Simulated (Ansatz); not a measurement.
**KI: a single-point run**

Wanted: a converged single-point run for KI, and a check of what comes out. The structure is shown as the input types it. The cell is built on a prototype (wurtzite) and needn't be the phase found in nature.

Computed with Ansatz 0.2.0 (density functional or hybrid calculation with the settings of its input, plane waves (as first typed), unless a step's input says otherwise).

### Step 1. The system as given

It takes space group P6_3/mmc (No. 194, hexagonal). The conventional cell has a = 6.039 Å, b = 6.039 Å, c = 7.039 Å, α = 90.00°, β = 90.00°, γ = 120.00°. K (site symmetry -6m2) has 5 I at 3.49 to 3.52 Å as nearest neighbours. I (site symmetry -6m2) has 5 K at 3.49 to 3.52 Å as nearest neighbours.

Structure file:

```xyz
4
Lattice="6.0395 0.0000 0.0000 -3.0197 5.2303 0.0000 0.0000 0.0000 7.0391" Properties=species:S:1:pos:R:3 pbc="T T T"
K     0.0000    3.4869   -0.4399
K     3.0197    1.7434    3.0796
I     0.0000    3.4869    3.0796
I     3.0197    1.7434    6.5992
```

### Step 2. Input and run

The input, input.yaml:

```yaml
crystal:
  lattice:
    - [6.0394505649, 0.0, 0.0]
    - [-3.0197252825, 5.2303176141, 0.0]
    - [0.0, 0.0, 7.0391244471]
  atoms:
    - { symbol: K, position: [0.3333333333, 0.6666666667, -0.0625] }
    - { symbol: K, position: [0.6666666667, 0.3333333333, 0.4375] }
    - { symbol: I, position: [0.3333333333, 0.6666666667, 0.4375] }
    - { symbol: I, position: [0.6666666667, 0.3333333333, 0.9375] }
kpoints:
  mp_grid: { grid: [6, 6, 4] }
hamiltonian:
  xc: pbe
scf:
  occupations: { method: fixed }
  n_extra_bands: 5
  mixing: { beta: -0.3 }
  max_iter: 61
output:
  forces: true
  stress: true
  eigenvalues: true
```

Run with:

```sh
ansatz run input.yaml --threads 4 --pin off --max-ram 3686MiB --backend cpu --events-out ev --progress --plain --runs-dir out
```

**Question.** How will this run end, and is anything wrong with its input?

Nothing was computed: the input was turned down at the start. The line that matters: «invalid value for `scf.mixing.beta`: must be finite and in (0, 1]; got -0.3»

The suspect setting: scf.mixing.beta is -0.3. The program checks this value's range before starting, and it fails the check.

Fix: delete scf.mixing.beta (the default then holds).
